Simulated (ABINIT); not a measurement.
Set up this calculation in ABINIT 10.8.3 (patched build), as the native input.

| Quantity | Value |
| --- | --- |
| Task | single point |
| Functional | PBEsol |
| Potentials or basis | JTH PAW PBE v2.0 |
| Cutoff | 1116 eV |
| k mesh | 9 × 9 × 9 |
| Occupations | fermi-dirac, width 0.05 eV |
| Spin | collinear spin, ferromagnetic start |
| Starting moments | [1.0, 0.0, 0.0] μB |
| Fine-grid cutoff | 1714.32 eV |

Crystal: Si2Ni.

```
Ni Si
1.0
     0.00000    2.70300    2.70300
     2.70300    0.00000    2.70300
     2.70300    2.70300    0.00000
Ni Si
1 2
Cartesian
  0.0000 0.0000 0.0000
  4.0545 4.0545 4.0545
  1.3515 1.3515 1.3515
```

One way to write it, as run:

run.abi

```
pp_dirpath "./"
pseudos "Ni.GGA_PBE-JTH.xml, Si.GGA_PBE-JTH.xml"

acell 3*1.0
rprim
     0.0000000000     5.1079297149     5.1079297149
     5.1079297149     0.0000000000     5.1079297149
     5.1079297149     5.1079297149     0.0000000000
ntypat 2
znucl 28 14
natom 3
typat 1 2 2
xred
     0.0000000000     0.0000000000     0.0000000000
     0.7500000000     0.7500000000     0.7500000000
     0.2500000000     0.2500000000     0.2500000000

ecut 41.0
pawecutdg 63.0
pawxcdev 0

kptopt 1
ngkpt 9 9 9
nshiftk 1
shiftk 0.0 0.0 0.0

ixc -116133

nband 18
occopt 3
tsmear 0.05 eV

nsppol 2
spinat
     0.0000000000     0.0000000000     1.0000000000
     0.0000000000     0.0000000000     0.0000000000
     0.0000000000     0.0000000000     0.0000000000

nstep 100
tolvrs 1.0e-9

iomode 3
prtwf 0
prtden 0
prteig 0
prtebands 0
```

Potentials or basis: JTH PAW PBE v2.0.

The run is started by

```console
$ abinit run.abi > log 2>&1
```

It gave:

```yaml
Pressure: -0.6 GPa
Band_gap_on_the_k_mesh: none (metal or under the smearing width)
Net_moment: 0.00 μB per cell
Valence_electrons_inside_the_program's_atomic_spheres: Ni 15.96; Si 1.50
```

Caveat: small starting moments can end in a higher magnetic state in this program; the PAW data sets were made with another functional, which shifts forces and pressure a little.

Run time: 9.2 min on 1 thread of Arm Neoverse V2, with other jobs on the host, peak memory 0.28 GiB.
